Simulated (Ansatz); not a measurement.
Pressure coefficients of ZrO2

```
CELL_PARAMETERS angstrom
3.59610 0.00000 0.00000
0.00000 3.59610 0.00000
0.00000 0.00000 5.17700
ATOMIC_POSITIONS crystal
Zr 0.00000 0.00000 0.00000
Zr 0.50000 0.50000 0.50000
O 0.00000 0.50000 0.20300
O 0.00000 0.50000 0.70300
O 0.50000 0.00000 0.29700
O 0.50000 0.00000 0.79700
```

The cell is COD entry 2300612, as deposited and not checked against the literature; nothing was relaxed.

All numbers below come from DFT, PBEsol, all-electron LAPW, scalar-relativistic (Ansatz 0.2.0).

Sampling and basis: a Γ-centred 6×6×4 k mesh, Fermi–Dirac smearing of 0.01 eV, basis error target 0.5 meV/atom, no spin polarisation.

The cell is scaled evenly with fractional coordinates held. Semilocal gaps are too small, but their slopes carry over better.

| V/V(cell) | P (GPa) | gap on the k mesh (eV) |
| --- | --- | --- |
| 0.9400 | 14.81 | 4.128 |
| 0.9600 | 8.60 | 4.072 |
| 0.9800 | 3.01 | 4.016 |
| 0.9900 | 0.43 | 3.988 |
| 1.0000 | -2.02 | 3.960 |
| 1.0100 | -4.35 | 3.932 |
| 1.0200 | -6.55 | 3.904 |
| 1.0400 | -10.63 | 3.841 |

(1) From the rows at 0.9900 and 1.0100, what is the bulk modulus at the cell's volume?

(2) What are the gap's volume deformation potential and pressure coefficient?

(3) Predict the row at V/V(cell) = 1.0600. How far is a linear estimate of P off?

Results:

(1) B = −ΔP/Δln V = −[(-4.35) − (0.43)]/0.02000 = 239.0 GPa.

(2) dEg/dln V = (3.932 − 3.988)/0.02000 = -2.80 eV, and dEg/dP = −(dEg/dln V)/B = 12 meV/GPa: pressure widens the gap.

(3) P = -14.31 GPa, gap 3.773 eV. The linear estimate P(cell) − B ln(V/V(cell)) = -15.95 GPa misses by 1.64 GPa, since the modulus falls on expansion.
